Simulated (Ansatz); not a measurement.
# HfN: equation of state with LDA

The system is HfN.

```xyz
2
Lattice="0.0000 2.2560 2.2560 2.2560 0.0000 2.2560 2.2560 2.2560 0.0000" Properties=species:S:1:pos:R:3 pbc="T T T"
Hf    0.0000    0.0000    0.0000
N     2.2560    2.2560    2.2560
```

| Quantity | Value |
| --- | --- |
| Program | Ansatz 0.2.0 |
| Task | equation of state |
| Functional | LDA |
| Potentials or basis | all-electron LAPW, scalar-relativistic |
| Basis error allowed | 0.001 eV/atom |
| k mesh | 10 × 10 × 10 |
| Occupations | fermi-dirac, width 0.05 eV |
| Spin | no spin polarisation |

```yaml
Equilibrium_volume: 11.15 Å³/atom
Bulk_modulus: 301 GPa
Pressure_derivative_of_the_bulk_modulus: 4.3
```

Energy against volume, from the lowest point:
```tsv
volume (Å³/atom)	energy (meV/atom)
10.793	10.89
11.023	0.71
11.252	0.00
11.482	7.80
11.712	23.23
11.941	45.50
12.171	73.91
```

All runs of the series together: 89 s on 1 thread of Arm Neoverse V2 (shared host).

Spin-orbit coupling is left out, which matters for the levels of Hf. LDA usually gives volumes a few per cent too small.
